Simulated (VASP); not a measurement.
# H21O10F in VASP: further runs

Runs on H21O10F. Level: PBE+D3(BJ). Tasks: single point.

Program: VASP 6.6.1. These are calculated values, not measurements. Logs are shortened: lines on timing, memory, paths and dates and some standing lists are left out, and cuts for length are marked.

## Step 1: The structure

The cell holds a amorphous, 32 atoms: a = 7.162 Å, b = 7.162 Å, c = 7.162 Å, α = 90.00°, β = 90.00°, γ = 90.00°.

The cell was built by a generator and needn't be a form met in nature.

## Step 2: Single point, PBE+D3(BJ)

Contents of INCAR:

```
SYSTEM = H21O10F
  PREC = Accurate
  ENCUT = 520
  EDIFF = 1E-7
  ISMEAR = -1
  SIGMA = 0.05
  LREAL = Auto
  LASPH = .True.
  NELM = 100
  ALGO = Fast
  ISIF = 2
  LWAVE = .False.
  LCHARG = .True.
  GGA = PE
  IVDW = 12
  LELF = .True.
  LVHAR = .True.
  NBANDS = 66
```

Contents of KPOINTS:

```
regular mesh
0
Gamma
  1 1 1
  0 0 0
```

Contents of POSCAR:

```
H21O10F
1.0
    7.1621990000      0.0000000000      0.0000000000
    0.0000000000      7.1621990000      0.0000000000
    0.0000000000      0.0000000000      7.1621990000
O H F
10 21 1
Direct
    0.3302616976      0.0404065846      0.3826897298
    0.9248695827      0.2548239724      0.9738768778
    0.3091787871      0.7151853781      0.0769596042
    0.7386139369      0.6103293137      0.9861356826
    0.2554243466      0.0839127760      0.9179024487
    0.5820977608      0.2976879028      0.1935997590
    0.4962163157      0.4029209465      0.5454609681
   -0.0082795801      0.8898105177      0.4211276453
    0.1050934217      0.5136830183      0.4782469741
    0.5237916456      0.7252241944      0.3460529371
    0.3427299353      0.0864957815      0.2489598516
    0.3793946524     -0.0856580500      0.3893357333
    0.9126945509      0.1243053984      0.9102511673
    1.0468432949      0.2392421657      1.0297256471
    0.4209321746      0.7516267001      0.1370528800
    0.3510374398      0.6406412332     -0.0221859236
    0.7906789521      0.6783251904      0.8815030133
    0.8078105621      0.4939125540      0.9929213081
    0.2596548909      0.0596604479      0.7768284573
    0.2276256217     -0.0328809630      0.9722153769
    0.5883947095      0.4228729193      0.1522995940
    0.7078552271      0.2544888797      0.1554829739
    0.5529726275      0.3431348389      0.4396694367
    0.5532658336      0.3631286983      0.6582475578
    0.1109296181      0.9697999176      0.3958700394
    0.0357013258      0.7664824728      0.4496384420
    0.0547597183      0.4597191449      0.3571528800
    0.2310603210      0.4674402373      0.4911899264
    0.6377789838      0.7579096867      0.2791042248
    0.5484907638      0.6226998161      0.4348245560
    0.8982017953     -0.0446790155      0.5784815529
    0.8046551066     -0.0471503235      0.7016699759
```

Potentials or basis: VASP PAW PBE potentials, release 64 (O, H, F).

Command:

```console
$ cat potpaw_PBE.64/O/POTCAR potpaw_PBE.64/H/POTCAR potpaw_PBE.64/F/POTCAR > POTCAR
$ mpirun -np 1 vasp_gam > vasp.out
```

OUTCAR:

```text
SYSTEM = H21O10F
   PREC = Accurate
   ENCUT = 520
   EDIFF = 1E-7
   ISMEAR = -1
   LREAL = Auto
   LASPH = .True.
   NELM = 100
   ISIF = 2
   GGA = PE
   IVDW = 12
 IVDW          = 12

 ion  position               nearest neighbor table
   1  0.330  0.040  0.383-  12 0.97  11 1.02
   2  0.925  0.255  0.974-  14 0.97  13 1.04
   3  0.309  0.715  0.077-  16 0.94  15 0.95
   4  0.739  0.610  0.986-  17 0.97  18 0.97
   5  0.255  0.084  0.918-  20 0.94  19 1.03
   6  0.582  0.298  0.194-  21 0.95  22 0.99
   7  0.496  0.403  0.545-  24 0.95  23 0.96
   8  0.992  0.890  0.421-  26 0.96  25 1.04  31 1.39
   9  0.105  0.514  0.478-  28 0.97  27 1.02
  10  0.524  0.725  0.346-  29 0.98  30 0.99
  11  0.343  0.086  0.249-   1 1.02
  12  0.379  0.914  0.389-   1 0.97
  13  0.913  0.124  0.910-   2 1.04
  14  0.047  0.239  0.030-   2 0.97
  15  0.421  0.752  0.137-   3 0.95
  16  0.351  0.641  0.978-   3 0.94
[... 12 lines left out ...]
  29  0.638  0.758  0.279-  10 0.98
  30  0.548  0.623  0.435-  10 0.99
  31  0.898  0.955  0.578-  32 1.11   8 1.39
  32  0.805  0.953  0.702-  31 1.11

  LATTYP: Found a simple cubic cell.
 ALAT       =     7.1621990000

  Lattice vectors:

 A1 = (   7.1621990000,   0.0000000000,   0.0000000000)
 A2 = (   0.0000000000,   7.1621990000,   0.0000000000)
 A3 = (   0.0000000000,   0.0000000000,   7.1621990000)

Analysis of symmetry for initial positions (statically):
=====================================================================
 Subroutine PRICEL returns:
 Original cell was already a primitive cell.

 Routine SETGRP: Setting up the symmetry group for a
 simple cubic supercell.

 Subroutine GETGRP returns: Found  1 space group operations
 (whereof  1 operations were pure point group operations)
 out of a pool of 48 trial point group operations.

The static configuration has the point symmetry C_1 .

Analysis of symmetry for dynamics (positions and initial velocities):
=====================================================================
 Subroutine PRICEL returns:
 Original cell was already a primitive cell.

 Routine SETGRP: Setting up the symmetry group for a
 simple cubic supercell.

 Subroutine GETGRP returns: Found  1 space group operations
 (whereof  1 operations were pure point group operations)
 out of a pool of 48 trial point group operations.

The dynamic configuration has the point symmetry C_1 .

 Subroutine INISYM returns: Found  1 space group operations
 (whereof  1 operations are pure point group operations),
 and found     1 'primitive' translations

----------------------------------------------------------------------------------------

                                     Primitive cell

  volume of cell :     367.4000

  direct lattice vectors                    reciprocal lattice vectors
     7.162199000  0.000000000  0.000000000     0.139621923  0.000000000  0.000000000
     0.000000000  7.162199000  0.000000000     0.000000000  0.139621923  0.000000000
     0.000000000  0.000000000  7.162199000     0.000000000  0.000000000  0.139621923

  length of vectors
     7.162199000  7.162199000  7.162199000     0.139621923  0.139621923  0.139621923

  position of ions in fractional coordinates (direct lattice)
     0.330261698  0.040406585  0.382689730
     0.924869583  0.254823972  0.973876878
     0.309178787  0.715185378  0.076959604
     0.738613937  0.610329314  0.986135683
     0.255424347  0.083912776  0.917902449
     0.582097761  0.297687903  0.193599759
[... 24 lines left out ...]
     0.898201795  0.955320984  0.578481553
     0.804655107  0.952849677  0.701669976

  ion indices of the primitive-cell ions
   primitive index   ion index
                 1           1
                 2           2
                 3           3
                 4           4
                 5           5
                 6           6
[... 24 lines left out ...]
                31          31
                32          32

----------------------------------------------------------------------------------------

 KPOINTS: regular mesh

Automatic generation of k-mesh.
 Grid dimensions read from file:
 generate k-points for:    1    1    1

 Generating k-lattice:

  Cartesian coordinates                     Fractional coordinates (reciprocal lattice)
     0.139621923  0.000000000  0.000000000     1.000000000  0.000000000  0.000000000
     0.000000000  0.139621923  0.000000000     0.000000000  1.000000000  0.000000000
     0.000000000  0.000000000  0.139621923     0.000000000  0.000000000  1.000000000

  Length of vectors
     0.139621923  0.139621923  0.139621923

  Shift w.r.t. Gamma in fractional coordinates (k-lattice)
     0.000000000  0.000000000  0.000000000

 Subroutine IBZKPT returns following result:
 ===========================================

 Found      1 irreducible k-points:

 Following reciprocal coordinates:
            Coordinates               Weight
  0.000000  0.000000  0.000000      1.000000
   k-points           NKPTS =      1   k-points in BZ     NKDIM =      1   number of bands    NBANDS=     66
   number of dos      NEDOS =    301   number of ions     NIONS =     32
   total plane-waves  NPLWV = 157464
   dimension x,y,z NGX =    54 NGY =   54 NGZ =   54
   dimension x,y,z NGXF=   108 NGYF=  108 NGZF=  108
   ions per type =              10  21   1
   NGX,Y,Z   is equivalent  to a cutoff of  12.53, 12.53, 12.53 a.u.
   NGXF,Y,Z  is equivalent  to a cutoff of  25.07, 25.07, 25.07 a.u.
 SYSTEM =  H21O10F
   PREC   = accura    normal or accurate (medium, high low for compatibility)
   ISTART =      0    job   : 0-new  1-cont  2-samecut
   ICHARG =      2    charge: 1-file 2-atom 10-const
   ISPIN  =      1    spin polarized calculation?
   LNONCOLLINEAR =      F non collinear calculations
   LSORBIT =      F    spin-orbit coupling
   LASPH  =      T    aspherical Exc in radial PAW
   ENCUT  =  520.0 eV  38.22 Ry    6.18 a.u.  13.32 13.32 13.32*2*pi/ulx,y,z
   NELM   =    100;   NELMIN=  2; NELMDL= -5     # of ELM steps
   EDIFF  = 0.1E-06   stopping-criterion for ELM
   LREAL  =      T    real-space projection
   EDIFFG = 0.1E-05   stopping-criterion for IOM
   NSW    =      0    number of steps for IOM
   IBRION =     -1    ionic relax: 0-MD 1-quasi-New 2-CG
   NFREE  =      0    steps in history (QN), initial steepest desc. (CG)
   ISIF   =      2    stress and relaxation
   ISYM   =      2    0-nonsym 1-usesym 2-fastsym
   POTIM  = 0.5000    time-step for ionic-motion
   TEBEG  =    0.0;   TEEND  =   0.0 temperature during run
   PSTRESS=    0.0 pullay stress
   NELECT =      88.0000    total number of electrons
   NUPDOWN=      -1.0000    fix difference up-down
   EMIN   =  10.00;   EMAX   =-10.00  energy-range for DOS
   EFERMI =   0.00;   METHOD = LEGACY
   ISMEAR =    -1;   SIGMA  =   0.05  broadening in eV -4-tet -1-fermi 0-gaus
   EFERMI_NEDOS =   21; number of points for ismear=-14 and -15
   IALGO  =     68    algorithm
   IMIX   =      4    mixing-type and parameters
     AMIX     =   0.40;   BMIX     =  1.00
     AMIX_MAG =   1.60;   BMIX_MAG =  1.00
  volume/ion in A,a.u.               =      11.48        77.48
  Fermi-wavevector in a.u.,A,eV,Ry     =   1.016692  1.921269 14.063829  1.033662
  Thomas-Fermi vector in A             =   2.150050
   LORBIT       =      0    0 simple, 1 ext, 2 COOP (PROOUT), +10 PAW based schemes
   GGA     = PE    functional components
   LHFCALC =     F    Hartree Fock is set to
   AEXX    =    0.0000 exact exchange contribution
   IVDW    =    12    specifies the selected vdW correction
   LEPSILON=     F    determine dielectric tensor
   LRPA    =     F    only Hartree local field effects (RPA)
 non-spin polarized calculation
 RMM-DIIS sequential band-by-band and
  energy-cutoff  :      520.00
  volume of cell :      367.40
 maximum number of plane-waves:      4922
 NGX is ok and might be reduce to    54
   NGX = 27   NGY = 27   NGZ = 27

 number of electron      88.0000004 magnetization

 Free energy of the ion-electron system (eV)
  ---------------------------------------------------
  ext. energy  EPLUGINS =         0.00000000
  ---------------------------------------------------
  free energy    TOTEN  =      -153.09694237 eV

  energy without entropy =     -153.09694237  energy(sigma->0) =     -153.09694237

 E-fermi :  -2.7038     XC(G=0):  -6.3347

 val. band max:       -4.0008888965   @ k =   0.0000   0.0000   0.0000
 cond. band min:       0.3692033972   @ k =   0.0000   0.0000   0.0000
 fundamental gap:      4.3700922938
 Fermi energy:        -2.7037869909

 k-point     1 :       0.0000    0.0000    0.0000
  band No.  band energies     occupation
      1     -24.8476      2.00000
      2     -23.2969      2.00000
      3     -22.9948      2.00000
      4     -22.8276      2.00000
      5     -22.7982      2.00000
      6     -22.5838      2.00000
[... 48 lines left out ...]
     55       5.4994      0.00000
     56       5.8414      0.00000
 [bands above 56 left out]

------------------------ aborting loop because EDIFF is reached ----------------------------------------

 Edisp (eV)   -0.92820

 E8    (eV) :    -0.1883

  FORCE on cell =-STRESS in cart. coord.  units (eV):
  Direction    XX          YY          ZZ          XY          YZ          ZX
  --------------------------------------------------------------------------------------
  -------------------------------------------------------------------------------------
  Total       2.79063     2.87791    -3.23937    -2.63688    -0.93547     2.22867
  in kB      12.16954    12.55016   -14.12641   -11.49903    -4.07943     9.71888
  external pressure =        3.53 kB  Pullay stress =        0.00 kB

 VOLUME and BASIS-vectors are now :
 -----------------------------------------------------------------------------
  energy-cutoff  :      520.00
  volume of cell :      367.40
      direct lattice vectors                 reciprocal lattice vectors
     7.162199000  0.000000000  0.000000000     0.139621923  0.000000000  0.000000000
     0.000000000  7.162199000  0.000000000     0.000000000  0.139621923  0.000000000
     0.000000000  0.000000000  7.162199000     0.000000000  0.000000000  0.139621923

 POSITION                                       TOTAL-FORCE (eV/Angst)
 -----------------------------------------------------------------------------------
      2.36540      0.28940      2.74090        -1.159323      1.549004     -1.424637
      6.62410      1.82510      6.97510        -0.939645     -2.028540     -0.477808
      2.21440      5.12230      0.55120        -2.540517      0.740394     -0.369368
      5.29010      4.37130      7.06290        -0.445734      0.172515      0.375777
      1.82940      0.60100      6.57420         0.416704      1.385607     -2.759683
      4.16910      2.13210      1.38660         0.732606     -1.435078      0.588660
[... 24 lines left out ...]
      6.43310      6.84220      4.14320        -0.855416     -0.898143      0.639765
      5.76310      6.82450      5.02550         1.051900      0.381431     -0.711946
 -----------------------------------------------------------------------------------
    total drift:                               -0.002794     -0.004021     -0.000536

  FREE ENERGIE OF THE ION-ELECTRON SYSTEM (eV)
  ---------------------------------------------------
  free  energy   TOTEN  =      -154.0251405701 eV

  energy  without entropy=     -154.0251405700  energy(sigma->0) =     -154.02514057
```

Wall time 30 s (1 thread of Intel Xeon 6975P-C (Granite Rapids), shared host); peak memory 0.41 GiB.

What came out:

* Free energy: -154.0251 eV
* Pressure: 0.4 GPa
* Largest force: 3.116 eV/Å
* Band gap on the k mesh: 4.37 eV, direct
* Dispersion energy per atom: -0.029 eV

Forces on the atoms (eV/Å):
```
O   -1.159  1.549 -1.425
O   -0.940 -2.029 -0.478
O   -2.541  0.740 -0.369
O   -0.446  0.173  0.376
O    0.417  1.386 -2.760
O    0.733 -1.435  0.589
O   -1.099  1.539  0.192
O    0.038  2.473  0.001
O   -1.635 -0.224 -1.574
O    0.719  0.352  0.385
H    0.311 -0.613  1.704
H    0.835 -0.670 -0.291
H   -0.233  2.133  0.520
H    0.653  0.093 -0.146
H    1.002  0.051  0.997
H    0.451 -1.078 -1.615
H    0.057  0.338 -0.267
H    0.464 -0.382 -0.373
H   -0.016  0.437  2.208
H   -0.083 -2.126  0.613
H   -0.390  1.722 -0.631
H   -0.292 -0.305 -0.083
H    0.436 -1.042 -1.023
H    0.574 -0.481  0.867
H   -0.616 -0.789  0.243
H    0.545 -1.411  0.241
H    0.879  0.699  1.597
H    0.789 -0.340  0.048
H    0.396 -0.154  0.427
H   -0.044 -0.087  0.101
H   -0.855 -0.898  0.640
F    1.052  0.381 -0.712
```

Stress tensor (GPa, compression positive):
```
 1.22 -1.15  0.97
-1.15  1.26 -0.41
 0.97 -0.41 -1.41
```

Levels at points of the mesh, in eV from the valence-band top:
| k point | band 42 | band 43 | band 44 | band 45 | band 46 | band 47 |
| --- | --- | --- | --- | --- | --- | --- |
| (0.00, 0.00, 0.00) | -0.47 | -0.37 | 0.00 | 4.37 | 6.91 | 7.10 |

## Step 3: Single point, PBE+D3(BJ)

Contents of INCAR:

```
SYSTEM = H21O10F
  ALGO = Normal
  EDIFF = 1E-6
  ENCUT = 520
  GGA = PE
  ISIF = 2
  ISMEAR = -1
  IVDW = 12
  LASPH = .True.
  LCHARG = .False.
  LREAL = Auto
  LWAVE = .False.
  NBANDS = 66
  NELM = 100
  PREC = Accurate
  SIGMA = 0.05
```

Contents of KPOINTS:

```
k-points
0
Gamma
  1 1 1
  0 0 0
```

Contents of POSCAR:

```
H21O10F
1.0
    7.1621990000      0.0000000000      0.0000000000
    0.0000000000      7.1621990000      0.0000000000
    0.0000000000      0.0000000000      7.1621990000
O H F
10 21 1
Direct
    0.3184496828      0.0243081769      0.3952138163
    0.9190613106      0.2671805126      0.9847673878
    0.2969618688      0.7143197222      0.0716818955
    0.7238698618      0.6107621416      0.9704002919
    0.2493089064      0.0799754377      0.9125828534
    0.5490073649      0.2814219488      0.1712602512
    0.5331044278      0.4131133469      0.5191143111
   -0.0228421467      0.9110051257      0.4095390257
    0.1083466125      0.5204826060      0.4949876428
    0.5092709655      0.7240513703      0.3486359427
    0.3552959084      0.0661668295      0.2771774423
    0.3807489851     -0.1036413537      0.4038564134
    0.9154032162      0.1863254567      0.8778309567
    1.0668511165      0.2537907701      0.9934379092
    0.4315015542      0.7123370909      0.1365223167
    0.3041384357      0.6328782543     -0.0444556204
    0.7714390511      0.6950100102      0.8742007867
    0.8153082594      0.5011449696      0.9633633469
    0.2431376174      0.0883108665      0.7850801130
    0.2426768650     -0.0598978051      0.9090643809
    0.5532658336      0.4105722279      0.1052190815
    0.6351540916      0.2063891271      0.1111948998
    0.5595627823      0.3235458830      0.4193544469
    0.5720170579      0.3529223357      0.6347073015
    0.1112507485      0.9649410747      0.3878697031
   -0.0115467331      0.7765073269      0.4559912396
    0.0293345661      0.4657926986      0.4016224626
    0.2357935042      0.4469437389      0.4920555824
    0.6365642731      0.7694703819      0.3393510848
    0.5240988138      0.6175896537      0.4194661444
    0.8942225705     -0.0386892350      0.5641284192
    0.8248444367     -0.0810644887      0.6925387021
```

Potentials or basis: VASP PAW PBE potentials, release 64 (O, H, F).

Command:

```console
$ cat potpaw_PBE.64/O/POTCAR potpaw_PBE.64/H/POTCAR potpaw_PBE.64/F/POTCAR > POTCAR
$ mpirun -np 1 vasp_gam > vasp.out
```

It took 28 s on 1 thread of Intel Xeon 6975P-C (Granite Rapids), shared host; peak memory 0.4 GiB.

Results (log left out):

```yaml
Free_energy: -153.3793 eV
Pressure: -0.3 GPa
Largest_force: 4.137 eV/Å
Band_gap_on_the_k_mesh: 4.19 eV, direct
Dispersion_energy_per_atom: -0.029 eV
```

Forces in eV/Å, atoms in the order of the input:
```
O   -0.604 -1.262  2.132
O    3.035  0.370  0.431
O    1.673 -1.013 -1.249
O    0.963 -1.340 -0.160
O    0.063 -1.596  2.205
O   -2.083  3.527  0.577
O   -0.127 -0.330  0.862
O    0.104 -0.907  0.261
O    2.427 -0.875  0.675
O    0.615  3.232 -1.797
H    0.596  1.075 -2.094
H   -0.245  0.727 -0.062
H   -0.844 -0.757 -0.834
H   -2.454  0.182  0.371
H   -2.506 -0.192 -1.106
H    0.147  0.996  1.578
H   -0.196  0.322 -0.053
H   -0.813  0.855  0.189
H    0.002  1.364 -3.808
H    0.129  0.416  1.650
H    0.168 -2.126  0.891
H    2.149 -1.415 -1.452
H   -0.062 -0.199 -0.670
H   -0.048  0.254 -0.009
H   -0.421 -0.537  0.236
H    0.633  1.429 -0.834
H   -0.111 -0.491 -0.555
H   -2.304  1.386 -0.093
H    0.352  0.412 -0.154
H    0.048 -3.360  2.287
H   -0.103 -0.920  0.247
F   -0.181  0.774  0.339
```

Stress tensor (GPa, compression positive):
```
-2.59  0.39 -0.70
 0.39 -1.13 -0.33
-0.70 -0.33  2.70
```

Levels at points of the mesh, in eV from the valence-band top:
| k point | band 40 | band 41 | band 42 | band 43 | band 44 | band 45 | band 46 | band 47 | band 48 | band 49 |
| --- | --- | --- | --- | --- | --- | --- | --- | --- | --- | --- |
| (0.00, 0.00, 0.00) | -0.69 | -0.61 | -0.54 | -0.20 | 0.00 | 4.19 | 6.65 | 7.06 | 7.24 | 7.49 |

A hybrid or GW would open this gap; PBE tends to underestimate it.
